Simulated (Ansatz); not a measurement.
GaSb (rocksalt type), DFT, PBE, norm-conserving pseudopotentials, Ansatz's default files, scalar-relativistic (Ansatz 0.2.0), on 1 thread of Arm Neoverse V2 (shared host).

Command: `ansatz run input.yaml --threads 1 --pin off --max-ram 2048MiB --backend cpu --events-out ev --progress --plain --runs-dir out`

```yaml
crystal:
  lattice:
    - [0.0, 2.3754569028, 2.3754569028]
    - [2.3754569028, 0.0, 2.3754569028]
    - [2.3754569028, 2.3754569028, 0.0]
  atoms:
    - { symbol: Ga, position: [0.0, 0.0, 0.0] }
    - { symbol: Sb, position: [0.5, 0.5, 0.5] }
kpoints:
  mp_grid: { grid: [13, 13, 13] }
scf:
  occupations: { method: fermi_dirac, width: 0.08 }
hamiltonian:
  xc: pbe
  pseudopotentials: { kind: nc }
output:
  forces: true
  stress: true
  eigenvalues: true
```

Q: How large is the problem that the program sets up?

A: 84 irreducible k-points, 2133 plane waves at Γ, 18 bands.

Q: About how long does it take?

A: 9.4 s of wall time for 8 SCF iterations. Times on shared machines scatter by tens of per cent.
